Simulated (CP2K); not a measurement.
# ZnS (F-43m) in CP2K: notebook

The runs below take ZnS through band structure, with PBE.

Everything below comes from runs of CP2K 2026.2. Logs are shortened: lines on timing, memory, paths and dates and some standing lists are left out, and cuts for length are marked.

## (1) The undisturbed crystal

Symmetry: F-43m, No. 216, cubic system. Conventional cell: a = 5.404 Å, b = 5.404 Å, c = 5.404 Å, α = 90.00°, β = 90.00°, γ = 90.00°. Zn (site symmetry -43m) is surrounded by 4 S at 2.34 Å. S (site symmetry -43m) has 4 Zn at 2.34 Å as nearest neighbours.

## (2) Band structure, PBE (strain_c = -0.04)

File zns_bands.inp:

```
&GLOBAL
  PROJECT zns_bands
  RUN_TYPE ENERGY_FORCE
  PRINT_LEVEL LOW
&END GLOBAL
&FORCE_EVAL
  METHOD QS
  STRESS_TENSOR ANALYTICAL
  &DFT
    BASIS_SET_FILE_NAME BASIS_MOLOPT_UZH
    POTENTIAL_FILE_NAME POTENTIAL_UZH
    &MGRID
      CUTOFF 450
      REL_CUTOFF 60
      NGRIDS 5
    &END MGRID
    &QS
      METHOD GPW
      EPS_DEFAULT 1.0E-10
    &END QS
    &KPOINTS
      SCHEME MONKHORST-PACK 9 9 9
      GAMMA_CENTERED T
      SYMMETRY T
      SYMMETRY_BACKEND SPGLIB
    &END KPOINTS
    &SCF
      SCF_GUESS ATOMIC
      EPS_SCF 1.0E-6
      MAX_SCF 100
      ADDED_MOS 10
      CHOLESKY OFF
      EPS_EIGVAL 1.0E-7
      &DIAGONALIZATION ON
        ALGORITHM STANDARD
      &END DIAGONALIZATION
      &MIXING ON
        METHOD BROYDEN_MIXING
        ALPHA 0.4
        BETA 1.5
        NBUFFER 8
      &END MIXING
      &SMEAR ON
        METHOD FERMI_DIRAC
        ELECTRONIC_TEMPERATURE 580.23
      &END SMEAR
    &END SCF
    &XC
      &XC_FUNCTIONAL PBE
      &END XC_FUNCTIONAL
    &END XC
    &PRINT
      &KPOINTS ON
      &END KPOINTS
      &MULLIKEN ON
      &END MULLIKEN
      &MO ON
        ENERGIES T
        OCCUPATION_NUMBERS T
        &EACH
          QS_SCF 0
        &END EACH
        ADD_LAST NUMERIC
      &END MO
      &BAND_STRUCTURE
        FILE_NAME bands.bs
        ADDED_MOS 6
        &KPOINT_SET
          UNITS B_VECTOR
          NPOINTS 10
          SPECIAL_POINT GAMMA 0.00000000 0.00000000 0.00000000
          SPECIAL_POINT L -0.50000000 -0.50000000 -0.50000000
          SPECIAL_POINT B1 -0.75708912 -0.24291088 -0.50000000
        &END KPOINT_SET
        &KPOINT_SET
          UNITS B_VECTOR
          NPOINTS 10
          SPECIAL_POINT B -0.48582176 -0.24291088 -0.74291088
          SPECIAL_POINT Z 0.00000000 0.00000000 -0.50000000
          SPECIAL_POINT GAMMA 0.00000000 0.00000000 0.00000000
          SPECIAL_POINT X -0.75708912 -0.37854456 -0.37854456
        &END KPOINT_SET
        &KPOINT_SET
          UNITS B_VECTOR
          NPOINTS 10
          SPECIAL_POINT Q -0.62145544 -0.24291088 -0.62145544
          SPECIAL_POINT F -0.50000000 0.00000000 -0.50000000
          SPECIAL_POINT P1 -0.36436632 0.00000000 -0.62145544
          SPECIAL_POINT Z 0.00000000 0.00000000 -0.50000000
        &END KPOINT_SET
        &KPOINT_SET
          UNITS B_VECTOR
          NPOINTS 10
          SPECIAL_POINT L -0.50000000 -0.50000000 -0.50000000
          SPECIAL_POINT P -0.36436632 -0.36436632 -0.74291088
        &END KPOINT_SET
      &END BAND_STRUCTURE
    &END PRINT
  &END DFT
  &SUBSYS
    &CELL
      A 3.8212050455 0.0000000000 0.0000000000
      B 1.9106025228 3.3092606425 0.0000000000
      C 1.9106025228 1.1030868808 2.9952008206
      PERIODIC XYZ
    &END CELL
    &COORD
      SCALED
      Zn  0.7500000000 0.7500000000 0.7500000000
      S   0.0000000000 0.0000000000 0.0000000000
    &END COORD
    &KIND Zn
      BASIS_SET TZVP-MOLOPT-PBE-GTH-q12
      POTENTIAL GTH-PBE-q12
    &END KIND
    &KIND S
      BASIS_SET TZVP-MOLOPT-PBE-GTH-q6
      POTENTIAL GTH-PBE-q6
    &END KIND
    &PRINT
      &ATOMIC_COORDINATES ON
      &END ATOMIC_COORDINATES
      &CELL ON
      &END CELL
    &END PRINT
  &END SUBSYS
  &PRINT
    &FORCES ON
    &END FORCES
    &STRESS_TENSOR ON
    &END STRESS_TENSOR
  &END PRINT
&END FORCE_EVAL
```

Potentials or basis: POTENTIAL_UZH Zn GTH-PBE-q12, S GTH-PBE-q6; TZVP-MOLOPT-PBE-GTH basis.

Command:

```sh
$ OMP_NUM_THREADS=1 cp2k.psmp -i zns_bands.inp -o zns_bands.out
```

zns_bands.out:

```text

 CP2K| version string:                                       CP2K version 2026.2
 CP2K| Input file name                                             zns_bands.inp

 GLOBAL| Force Environment number                                              1
 GLOBAL| Basis set file name                                    BASIS_MOLOPT_UZH
 GLOBAL| Potential file name                                       POTENTIAL_UZH
 GLOBAL| MM Potential file name                                     MM_POTENTIAL
 GLOBAL| Coordinate file name                                      __STD_INPUT__
 GLOBAL| Method name                                                        CP2K
 GLOBAL| Project name                                                  zns_bands
 GLOBAL| Run type                                                   ENERGY_FORCE
 GLOBAL| FFT library                                                       FFTW3
 GLOBAL| Diagonalization library                                       ScaLAPACK
 GLOBAL| Cholesky decomposition library                                ScaLAPACK
 GLOBAL| DGEMM library                                                      BLAS
 GLOBAL| Direct generalized diagonalization requested                          F
 GLOBAL| Matrix multiplication library                                 ScaLAPACK
 GLOBAL| Global print level                                                  LOW
 GLOBAL| Total number of message passing processes                             1
 GLOBAL| Number of threads for this process                                    1
 GLOBAL| CPU model name            Intel(R) Xeon(R) Platinum 8375C CPU @ 2.90GHz

 CELL| Volume [angstrom^3]:                                            37.875403
 CELL| Vector a [angstrom]:       3.821     0.000     0.000   |a| =     3.821205
 CELL| Vector b [angstrom]:       1.911     3.309     0.000   |b| =     3.821205
 CELL| Vector c [angstrom]:       1.911     1.103     2.995   |c| =     3.720004
 CELL| Angle (b,c), alpha [degree]:                                    59.095926
 CELL| Angle (a,c), beta  [degree]:                                    59.095926
 CELL| Angle (a,b), gamma [degree]:                                    60.000000
 CELL| Numerically orthorhombic:                                              NO
 CELL| Periodicity                                                           XYZ

 CELL_REF| Volume [angstrom^3]:                                        37.875403
 CELL_REF| Vector a [angstrom     3.821     0.000     0.000   |a| =     3.821205
 CELL_REF| Vector b [angstrom     1.911     3.309     0.000   |b| =     3.821205
 CELL_REF| Vector c [angstrom     1.911     1.103     2.995   |c| =     3.720004
 CELL_REF| Angle (b,c), alpha [degree]:                                59.095926
 CELL_REF| Angle (a,c), beta  [degree]:                                59.095926
 CELL_REF| Angle (a,b), gamma [degree]:                                60.000000
 CELL_REF| Numerically orthorhombic:                                          NO
 CELL_REF| Periodicity                                                       XYZ
[... 9 lines left out ...]
 TOTAL NUMBERS AND MAXIMUM NUMBERS

  Total number of            - Atomic kinds:                                   2
                             - Atoms:                                          2
                             - Shell sets:                                     2
                             - Shells:                                        17
                             - Primitive Cartesian functions:                 10
                             - Cartesian basis functions:                     58
                             - Spherical basis functions:                     51

  Maximum angular momentum of- Orbital basis functions:                        3
                             - Local part of the GTH pseudopotential:          0
                             - Non-local part of the GTH pseudopotential:      4

 MODULE QUICKSTEP: ATOMIC COORDINATES IN ANGSTROM

[... 32 lines left out ...]
  Total energy (extrapolated to T->0):                        -70.83792107273807

 MO| EIGENVALUES AND OCCUPATION NUMBERS FOR K POINT 1
 MO|
 MO|  Index      Eigenvalue [a.u.]        Eigenvalue [eV]             Occupation
 MO|      1              -0.325504              -8.857409               2.000000
 MO|      2              -0.103702              -2.821875               2.000000
 MO|      3              -0.102932              -2.800921               2.000000
 MO|      4              -0.088290              -2.402489               2.000000
 MO|      5              -0.086096              -2.342778               2.000000
 MO|      6              -0.085542              -2.327716               2.000000
[... 349 lines left out ...]
 MO|     18               0.837828              22.798470               0.000000
 MO|     19               0.867451              23.604545               0.000000
 MO| Sum:                                                              18.000000
 MO| E(Fermi):            0.175514 a.u.          4.775979 eV
 MO| Band gap:            0.215509 a.u.          5.864296 eV

 [... the levels of further k-points ...]

 !-----------------------------------------------------------------------------!
                     Mulliken Population Analysis

 #  Atom  Element  Kind  Atomic population                           Net charge
       1     Zn       1         11.635531                              0.364469
       2     S        2          6.364469                             -0.364469
 # Total charge                             18.000000                  0.000000

 !-----------------------------------------------------------------------------!

 KPOINTS| Band Structure Calculation
 KPOINTS| Number of k-point sets                                               4
 KPOINTS| Number of added MOs/bands                                            6
 KPOINTS| Number of k-points in set    1                                      21
 KPOINTS| In units of b-vector [2pi/Bohr]
 KPOINTS| Special point     1       GAMMA     0.000000     0.000000     0.000000
 KPOINTS| Special point     2           L    -0.500000    -0.500000    -0.500000
 KPOINTS| Special point     3          B1    -0.757089    -0.242911    -0.500000
 KPOINTS| Number of k-points in set    2                                      31
 KPOINTS| In units of b-vector [2pi/Bohr]
 KPOINTS| Special point     1           B    -0.485822    -0.242911    -0.742911
 KPOINTS| Special point     2           Z     0.000000     0.000000    -0.500000
 KPOINTS| Special point     3       GAMMA     0.000000     0.000000     0.000000
 KPOINTS| Special point     4           X    -0.757089    -0.378545    -0.378545
 KPOINTS| Number of k-points in set    3                                      31
 KPOINTS| In units of b-vector [2pi/Bohr]
 KPOINTS| Special point     1           Q    -0.621455    -0.242911    -0.621455
 KPOINTS| Special point     2           F    -0.500000     0.000000    -0.500000
 KPOINTS| Special point     3          P1    -0.364366     0.000000    -0.621455
 KPOINTS| Special point     4           Z     0.000000     0.000000    -0.500000
 KPOINTS| Number of k-points in set    4                                      11
 KPOINTS| In units of b-vector [2pi/Bohr]
 KPOINTS| Special point     1           L    -0.500000    -0.500000    -0.500000
 KPOINTS| Special point     2           P    -0.364366    -0.364366    -0.742911

 ENERGY| Total FORCE_EVAL ( QS ) energy [hartree]            -70.837920869108004

 FORCES| Atomic forces [hartree/bohr]
 FORCES|   Atom     x               y               z               |f|
 FORCES|      1 -1.19571312E-05 -6.89802341E-06  8.10271338E-03   8.10272513E-03
 FORCES|      2  1.68847273E-05  9.74297787E-06 -8.09365124E-03   8.09367472E-03
 FORCES| Sum     4.92759612E-06  2.84495446E-06  9.06213401E-06
 FORCES| Total atomic force                                       1.07003384E-05

 STRESS| Analytical stress tensor [bar]
 STRESS|                        x                   y                   z
 STRESS|      x        3.43536343075E+04   4.34584188254E+01   2.14475529980E+01
 STRESS|      y        4.34584188254E+01   3.43033541383E+04   1.24105626444E+01
 STRESS|      z        2.14475529980E+01   1.24105626444E+01   1.04682797232E+05
 STRESS| 1/3 Trace                                             5.77799285594E+04
 STRESS| Determinant                                           1.23362688043E+14

 STRESS| Eigenvectors and eigenvalues of the analytical stress tensor [bar]
 STRESS|                        1                   2                   3
 STRESS| Eigenvalues   3.42782880676E+04   3.43786916444E+04   1.04682805966E+05
 STRESS|      x          -0.499631208276      0.866238167394      0.000305068618
 STRESS|      y           0.866238221113      0.499631177092      0.000176526235
 STRESS|      z          -0.000000491970     -0.000352460113      0.999999937886
```

Wall time 2.6 min (1 thread of Intel Xeon Platinum 8375C at 2.90GHz (Ice Lake), shared host); peak memory 0.39 GiB.

What came out:

```
Free energy             : -1927.5979 eV
Pressure                : 5.8 GPa
Largest force           : 0.417 eV/Å
Band gap on the k mesh  : 2.15 eV, direct
Band gap along the path : 2.15 eV, direct
Mulliken charges        : Zn +0.36; S -0.36 e
```

Forces in eV/Å, atoms in the order of the input:
```
Zn  -0.001  0.000  0.417
S    0.001  0.001 -0.416
```

Levels at the corners of the path, in eV from the valence-band top:
| point | band 5 | band 6 | band 7 | band 8 | band 9 | band 10 | band 11 | band 12 | band 13 | band 14 |
| --- | --- | --- | --- | --- | --- | --- | --- | --- | --- | --- |
| Γ | -6.12 | -6.12 | -0.13 | -0.13 | 0.00 | 2.15 | 6.10 | 6.10 | 6.74 | 12.82 |
| L | -6.09 | -5.92 | -5.64 | -0.98 | -0.95 | 3.36 | 6.80 | 7.20 | 8.98 | 13.47 |
| B1 | -6.16 | -5.68 | -4.89 | -3.06 | -2.96 | 5.54 | 6.20 | 7.87 | 8.51 | 12.71 |
| B | -6.16 | -5.68 | -4.89 | -3.06 | -2.96 | 5.54 | 6.20 | 7.87 | 8.51 | 12.71 |
| Z | -6.09 | -5.88 | -5.68 | -1.19 | -1.19 | 3.03 | 6.73 | 6.73 | 9.17 | 13.17 |
| Γ | -6.12 | -6.12 | -0.13 | -0.13 | 0.00 | 2.15 | 6.10 | 6.10 | 6.74 | 12.82 |
| X | -6.07 | -5.75 | -4.91 | -3.43 | -1.92 | 4.17 | 5.71 | 9.52 | 10.17 | 11.06 |
| Q | -6.07 | -5.75 | -4.91 | -3.43 | -1.92 | 4.17 | 5.71 | 9.52 | 10.17 | 11.06 |
| F | -6.03 | -5.89 | -4.84 | -2.61 | -2.32 | 3.20 | 4.10 | 11.13 | 12.22 | 12.41 |
| P1 | -6.08 | -5.73 | -4.94 | -3.38 | -2.11 | 3.91 | 6.30 | 9.41 | 9.69 | 11.10 |
| Z | -6.09 | -5.88 | -5.68 | -1.19 | -1.19 | 3.03 | 6.73 | 6.73 | 9.17 | 13.17 |
| L | -6.09 | -5.92 | -5.64 | -0.98 | -0.95 | 3.36 | 6.80 | 7.20 | 8.98 | 13.47 |
| P | -6.08 | -5.73 | -4.94 | -3.38 | -2.11 | 3.91 | 6.30 | 9.41 | 9.69 | 11.10 |

Caveat: Mulliken charges move with the basis; the basis of atomic orbitals isn't converged, which shifts pressures, moduli and gaps.

(Continued in part 2 of 2.)
